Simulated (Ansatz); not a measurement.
Input and command of a plane-wave DFT calculation in Ansatz:

```yaml
crystal:
  lattice:
    - [-1.8529711404, 1.8529711404, 1.2044312413]
    - [1.8529711404, -1.8529711404, 1.2044312413]
    - [1.8529711404, 1.8529711404, -1.2044312413]
  atoms:
    - { symbol: Ti, position: [0.0, 0.0, 0.0] }
basis:
  ecutwfc: 420
kpoints:
  mp_grid: { grid: [28, 28, 28] }
hamiltonian:
  xc: pbesol
scf:
  occupations: { method: gaussian, width: 0.15 }
output:
  forces: true
  stress: true
  eigenvalues: true
```

```bash
ansatz run input.yaml --threads 1 --pin off --max-ram 2560MiB --backend cpu --events-out ev --progress --plain --runs-dir out
```

Processor: Intel(R) Xeon(R) Platinum 8375C CPU @ 2.90GHz (Ice Lake), 1 thread, on a host shared with other jobs.

Problem. Estimate time, memory and problem size.

Solution. About 15 s on 1 thread of Intel(R) Xeon(R) Platinum 8375C CPU @ 2.90GHz (Ice Lake), with other jobs on the host, peak memory 0.63 GiB. It solves 10 bands at 1639 k points (the mesh reduced by symmetry) with about 321 plane waves, in 6 SCF iterations.
